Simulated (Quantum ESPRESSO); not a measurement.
LiF (Griceite):

```
F Li
1.0
     0.00000    2.01400    2.01400
     2.01400    0.00000    2.01400
     2.01400    2.01400    0.00000
F Li
1 1
Direct
  0.50000 0.50000 0.50000
  0.00000 0.00000 0.00000
```

Base run:

```yaml
Program: Quantum ESPRESSO 7.5
Functional: LDA
Potentials_or_basis: GBRV 1.5 LDA
Cutoff: 612 eV
Density_cutoff: 4898 eV
k_mesh: 8 × 8 × 8, shifted
Occupations: fermi-dirac, width 0.05 eV
Spin: no spin polarisation
```

Its results: pressure -6.3 GPa; electronic dielectric tensor (diagonal) 2.09.

Q: After a change of settings the same cell gave: pressure -1.1 GPa; electronic dielectric tensor (diagonal) 2.08. Which change was it?
A. functional from LDA to BLYP; potentials or basis from GBRV 1.5 LDA to GBRV 1.5 PBE
B. functional from LDA to PBEsol; potentials or basis from GBRV 1.5 LDA to GBRV 1.5 PBEsol
C. functional from LDA to PBE; potentials or basis from GBRV 1.5 LDA to GBRV 1.5 PBE
D. functional from LDA to AM05; potentials or basis from GBRV 1.5 LDA to GBRV 1.5 PBE

A: B.

Caveats: the cell is more than 3 GPa from zero pressure, which shifts response properties (some runs).
